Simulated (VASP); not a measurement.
Write the native input for VASP 6.6.1 that does the following.

```
Task                   : relaxation of cell and atoms
Functional             : r2SCAN
Potentials or basis    : VASP PAW PBE potentials, release 64 (Al, N)
Cutoff                 : 600 eV
k mesh                 : 9 × 9 × 6
Occupations            : gaussian, width 0.01 eV
Spin                   : no spin polarisation
Dipole correction      : no
Further INCAR settings : ALGO = Normal; EDIFF = 1e-06; IBRION = 2; EDIFFG = -0.001; NSW = 80; ISIF = 3
```

Crystal: AlN.

```
Al N
1.0
     3.11000    0.00000    0.00000
    -1.55500    2.69334    0.00000
     0.00000    0.00000    4.98000
Al N
2 2
Direct
  0.33333 0.66667 0.00000
  0.66667 0.33333 0.50000
  0.33333 0.66667 0.38200
  0.66667 0.33333 0.88200
```

The cell was built by a generator and needn't be a form met in nature.

The cell isn't the ideal one: cell and atoms relaxed at 0 GPa.

The input as run:

POSCAR

```
AlN
1.0
    3.1100000000      0.0000000000      0.0000000000
   -1.5550000000      2.6933390058      0.0000000000
    0.0000000000      0.0000000000      4.9800000000
Al N
2 2
Direct
    0.3333333333      0.6666666667      0.0000000000
    0.6666666667      0.3333333333      0.5000000000
    0.3333333333      0.6666666667      0.3820000000
    0.6666666667      0.3333333333      0.8820000000
```

INCAR.step1

```
SYSTEM = AlN
  PREC = Accurate
  ENCUT = 600
  ISMEAR = 0
  SIGMA = 0.01
  LREAL = .FALSE.
  LASPH = .TRUE.
  NELM = 60
  GGA = PE
  ALGO = Normal
  EDIFF = 1E-4
  LWAVE = .TRUE.
  LCHARG = .FALSE.
```

INCAR.step2

```
SYSTEM = AlN
  PREC = Accurate
  ENCUT = 600
  EDIFF = 1E-6
  ISMEAR = 0
  SIGMA = 0.01
  LREAL = .FALSE.
  LASPH = .TRUE.
  NELM = 60
  ALGO = Normal
  ISIF = 3
  LWAVE = .FALSE.
  LCHARG = .FALSE.
  METAGGA = R2SCAN
  LMIXTAU = .TRUE.
  IBRION = 2
  NSW = 80
  EDIFFG = -0.001
  ISTART = 1
```

KPOINTS

```
Automatic mesh
0
G
  9 9 6
  0 0 0
```

Potentials or basis: VASP PAW PBE potentials, release 64 (Al, N).

Launch:

```console
$ cat potpaw_PBE.64/Al/POTCAR potpaw_PBE.64/N/POTCAR > POTCAR
$ cp INCAR.step1 INCAR
$ mpirun -np 1 vasp_std > vasp.out
$ cp INCAR.step2 INCAR
$ mpirun -np 1 vasp_std > vasp.out
```

It gave:

```json
{"Relaxed volume": "10.39 Å³/atom", "Relaxed cell": "a = 3.105 Å, b = 3.105 Å, c = 4.976 Å, α = 90.00°, β = 90.00°, γ = 120.00°", "Space group after relaxing (to 0.05 Å)": "P6_3mc (No. 186)", "Energy gained by relaxing": "0.1 meV/atom", "Ionic steps": "11", "Pressure after relaxing": "0.0 GPa", "Band gap on the k mesh": "4.93 eV, direct"}
```

Caveat: the PAW data sets were made with another functional, which shifts forces and pressure a little; an odd mesh through Γ misses points on the zone boundary, where band edges often lie.

Wall time 4.9 min on 1 thread of Intel(R) Xeon(R) Platinum 8559C (Emerald Rapids), on a shared host, peak memory 0.2 GiB.
